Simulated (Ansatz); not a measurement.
# The MXene Nb3C2: bands and core levels, part 2 of 2

Wanted: the XPS lines and the band structure of the MXene Nb3C2.

Ansatz 0.2.0; DFT, PBE, plane-wave PAW, default files, scalar-relativistic.

So far. Step 3 (Bands by layer): The largest force component on a free atom is 0.017 eV/Å, so the atoms are at rest for these settings too. At the Fermi level the DOS is 4.27 states/eV a cell, and on the broadened curves Nb 4d holds 80 % of the total there.

## (4) Core levels by total-energy differences

System of this step: Nb3C2. The cell holds 20 atoms: 12 Nb and 8 C. Cell: a = 6.321 Å, b = 6.321 Å, c = 19.800 Å, α = 90.0°, β = 90.0°, γ = 120.0°. It derives from Nb3C2. How the cell was made: MXene sheet; termination: bare; lattice typed at the start. Regions: L1, 4 atoms (4 Nb); L2, 4 atoms (4 C); L3, 4 atoms (4 Nb); in, 4 atoms (4 C); rest, 4 atoms (4 Nb). Vacuum lies along c.

XPS shifts tell sites apart. Each chosen atom gets a core hole in a self-consistent pass of its own, in a cell repeated 2×2×1 to part the hole from its images.

File input.yaml:

```yaml
crystal:
  lattice:
    - [6.3214386068, 0.0, 0.0]
    - [-3.1607193034, 5.4745264219, 0.0]
    - [0.0, 0.0, 19.8]
  atoms:
    - { symbol: Nb, position: [0.1666666667, 0.3333333333, 0.6234498601] }
    - { symbol: Nb, position: [0.1666666667, 0.8333333333, 0.6234498601] }
    - { symbol: Nb, position: [0.6666666667, 0.3333333333, 0.6234498601] }
    - { symbol: Nb, position: [0.6666666667, 0.8333333333, 0.6234498601] }
    - { symbol: C, position: [0.0, 0.0, 0.5684650801] }
    - { symbol: C, position: [0.0, 0.5, 0.5684650801] }
    - { symbol: C, position: [0.5, 0.0, 0.5684650801] }
    - { symbol: C, position: [0.5, 0.5, 0.5684650801] }
    - { symbol: Nb, position: [0.3333333333, 0.1666666667, 0.5] }
    - { symbol: Nb, position: [0.3333333333, 0.6666666667, 0.5] }
    - { symbol: Nb, position: [0.8333333333, 0.1666666667, 0.5] }
    - { symbol: Nb, position: [0.8333333333, 0.6666666667, 0.5] }
    - { symbol: C, position: [0.1666666667, 0.3333333333, 0.4315349199] }
    - { symbol: C, position: [0.1666666667, 0.8333333333, 0.4315349199] }
    - { symbol: C, position: [0.6666666667, 0.3333333333, 0.4315349199] }
    - { symbol: C, position: [0.6666666667, 0.8333333333, 0.4315349199] }
    - { symbol: Nb, position: [0.0, 0.0, 0.3765501399] }
    - { symbol: Nb, position: [0.0, 0.5, 0.3765501399] }
    - { symbol: Nb, position: [0.5, 0.0, 0.3765501399] }
    - { symbol: Nb, position: [0.5, 0.5, 0.3765501399] }
kpoints:
  mp_grid: { grid: [6, 6, 1] }
scf:
  occupations: { method: fermi_dirac, width: 0.05 }
  n_extra_bands: 8
hamiltonian:
  xc: pbe
  pseudopotentials: { kind: paw }
output:
  forces: true
  write_potential: true
  volumetric_format: []
  core_levels:
    shells: { C: "1s", Nb: "3d" }
    counted_from: fermi_level
    add_spin: false
```

Command:

```bash
ansatz run input.yaml --threads 4 --pin off --max-ram 6144MiB --backend cpu --events-out ev --progress --plain --runs-dir out
```

Elapsed: 67 s, on 4 threads of Arm Neoverse V2, shared host; peak memory 2.1 GiB.

This step gave:

* free energy: -56635.8403 eV
* energy at zero smearing: -56635.7721 eV
* smearing term TS: 0.1365 eV
* symmetry operations: 48

Each level is the free energy with the hole less that without it. The electron goes to the Fermi level, so the difference is a binding energy from E_F. The hole's nearest image is 6.3 Å away, and the holes carry no spin, so absolute levels are rough.

```tsv
atom	region	shell	level (eV)	shift (eV)	potential at nucleus, shift (V)	j lines (eV)	doubts
Nb1	layer 1	3d	202.18	-0.56	-0.25	203.84 / 201.08	-
C5	layer 2	1s	282.53	-	+0.00	-	-
Nb9	layer 3	3d	202.74	+0.00	+0.00	204.40 / 201.64	-
```

Levels of p, d and f shells are means over their two j lines, weighted by degeneracy; the splitting comes from the atom's own solve. Shifts count from the last listed atom of each element. A higher potential at the nucleus binds core electrons more tightly, so that column is a rough initial-state shift.

The intensity has structure finer than the step of the table below, so its rows give means over 0.25 eV, whole bins alone (the curve runs from 200 to 206 eV). Peaks (eV: height): 201.084: 99.9, 201.613: 100, 203.862: 66.7, 204.392: 66.6.

The Nb 3d lines of the listed atoms alone (other atoms of the cell aren't counted), as Gaussians 0.5 eV wide, no depth weighting. Intensity against Nb 3d level; means over each step:

```tsv
Nb 3d level (eV)	intensity (%)
200.00	8.3e-4
200.25	0.103
200.50	3.46
200.75	32.2
201.00	88.0
201.25	88.0
201.50	90.8
201.75	82.0
202.00	25.4
202.25	2.28
202.50	0.0564
202.75	8.2e-4
203.00	0.0571
203.25	2.04
203.50	20.0
203.75	57.6
204.00	59.2
204.25	60.0
204.50	56.0
204.75	18.2
205.00	1.73
205.25	0.0455
205.50	3.2e-4
```

## (5) A slab without images along the normal

System of this step: Nb3C2. The cell holds 5 atoms: 3 Nb and 2 C. Its edges and angles: a = 3.161 Å, b = 3.161 Å, c = 19.800 Å, α = 90.0°, β = 90.0°, γ = 120.0°. It derives from Nb3C2. How the cell was made: MXene sheet; termination: bare; lattice typed at the start. Regions: L1, 1 atom (1 Nb); L2, 1 atom (1 C); L3, 1 atom (1 Nb); in, 1 atom (1 C); rest, 1 atom (1 Nb). Vacuum lies along c.

Cutting the Coulomb interaction along the normal removes the images by another route.

File input.yaml:

```yaml
crystal:
  lattice:
    - [3.1607193034, 0.0, 0.0]
    - [-1.5803596517, 2.737263211, 0.0]
    - [0.0, 0.0, 19.8]
  atoms:
    - { symbol: Nb, position: [0.3333333333, 0.6666666667, 0.6234498601] }
    - { symbol: C, position: [0.0, 0.0, 0.5684650801] }
    - { symbol: Nb, position: [0.6666666667, 0.3333333333, 0.5] }
    - { symbol: C, position: [0.3333333333, 0.6666666667, 0.4315349199] }
    - { symbol: Nb, position: [0.0, 0.0, 0.3765501399] }
  periodic: [true, true, false]
kpoints:
  mp_grid: { grid: [12, 12, 1] }
scf:
  occupations: { method: fermi_dirac, width: 0.05 }
  n_extra_bands: 8
hamiltonian:
  xc: pbe
  pseudopotentials: { kind: paw }
output:
  forces: true
  write_potential: true
  volumetric_format: []
  dos:
    projected: true
    de: 0.05
    e_range: [-30, 12]
    method: { smearing: { sigma: 0.15, scheme: gaussian } }
```

Elapsed: 4.2 s, on 4 threads; peak memory 0.69 GiB; 16 s of CPU time.

Numbers from this step:

| Quantity | Value |
| --- | --- |
| free energy | -14158.9601 eV |
| energy at zero smearing | -14158.9430 eV |
| smearing term TS | 0.03412 eV |
| Fermi energy | -4.602 eV |
| symmetry operations | 12 |

From the Fermi level. The planar mean, electrostatic potential by z:

z (Å), planar mean, electrostatic potential (eV) and a bar from the least value:
```
        0        4.6 ##############################
        2        4.6 ##############################
        4        4.6 ##############################
        6        2.4 ###########################
        8      -13.5 ########
       10      -19.8 
       12      -16.5 ####
       14        3.2 ############################
       16        4.6 ##############################
       18        4.6 ##############################
       20        4.6 ##############################
       22        4.6 ##############################
       24        4.6 ##############################
       26        4.6 ##############################
       28        4.6 ##############################
       30        4.6 ##############################
       32        4.6 ##############################
```

The work function move by 0.00 eV at most against the base run, so this change doesn't matter for them.

## (6) Results

```json
{
 "work function": "4.60 eV",
 "Nb 4d centre of the filled part above −10 eV, from the plotted curve, layer 1": "-2.43 eV",
 "Nb 4d centre of the filled part above −10 eV, from the plotted curve, layer 3": "-3.43 eV",
 "Nb core shifts among the listed atoms, from the last listed one": "-0.56 to +0.00 eV"
}
```

The Fermi level of the MXene Nb3C2 lies 4.60 eV below the vacuum. Core shifts: Nb -0.56 to +0.00 eV. Among the sites run, the most bound Nb 3d level is that of Nb9 (layer 3), bonded to 6 C; the least bound, 0.56 eV shallower, that of Nb1 (layer 1), bonded to 3 C. That is the order that electronegative neighbours give as a rule, though screening of the hole enters too. At 21.2 eV the valence spectrum has its highest listed peaks within 10.8 eV at 0.2 eV (Nb 4d), 0.5 eV (Nb 4d), 1.2 eV (Nb 4d), 4.3 eV (Nb 4d) and 5.8 eV (Nb 4d). At 1486.7 eV the valence spectrum has its highest listed peaks within 13 eV at 0.5 eV (Nb 4d), 1.2 eV (Nb 4d), 2.0 eV (Nb 4d), 4.3 eV (Nb 4d) and 11.1 eV (C 2s). The shell named is the one with most of the intensity, cross sections included, not always the one with most states there. In the main run, from 1486.7 eV towards hard X-rays the Nb 5s share grows by 20 points, as its cross section falls more slowly with photon energy than those of the shells it gains on. With Coulomb interaction cut along the normal, the work function stays within 0.02 eV. Small or evenly spaced maxima in the DOS and spectra can be ripples of the k-mesh.

[Logs are printed without paths, hosts, clocks, repeated set-up lines and the standing remarks that a program may print on its own settings, such as how far it seeks lower states.]

[Hosts, paths, dates, database ids (printed as entryN), source tags and the programs' standing remarks are cut or masked in the printed files.]

[Maps of the electrostatic potential energy from Ansatz leave out the sawtooth potential of an applied field or a dipole correction, so their vacuum need not be flat; work functions include it.]
